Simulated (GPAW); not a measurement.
Crystal: AlCo.

```
CELL_PARAMETERS angstrom
2.81940 0.00000 0.00000
0.00000 2.81940 0.00000
0.00000 0.00000 2.81940
ATOMIC_POSITIONS crystal
Co 0.50000 0.50000 0.50000
Al 0.00000 0.00000 0.00000
```

The cell is a database's computed one.

Base run:

* Program: GPAW 26.7.0
* Functional: PBEsol
* Potentials or basis: PAW data sets generated in the run's folder for this functional
* Cutoff: 600 eV
* Basis: pw
* k mesh: 9 × 9 × 9
* Occupations: fermi-dirac, width 0.05 eV
* Spin: collinear spin, ferromagnetic start
* Starting moments: [2.0, 0.0] μB
* Hubbard terms: Co d U = 2 eV

Its results: pressure 0.2 GPa; net moment 0.06 μB per cell; site moments Co +0.09; Al -0.01 μB.

Task: The run is repeated on the same cell with these changes: hubbard terms from Co d U = 2 eV to Co d U = 3 eV. What comes out?

Result: Pressure 0.9 GPa; net moment 0.24 μB per cell; site moments Co +0.39; Al -0.03 μB.

Caveats: the U is typed as a test and isn't derived for this compound.
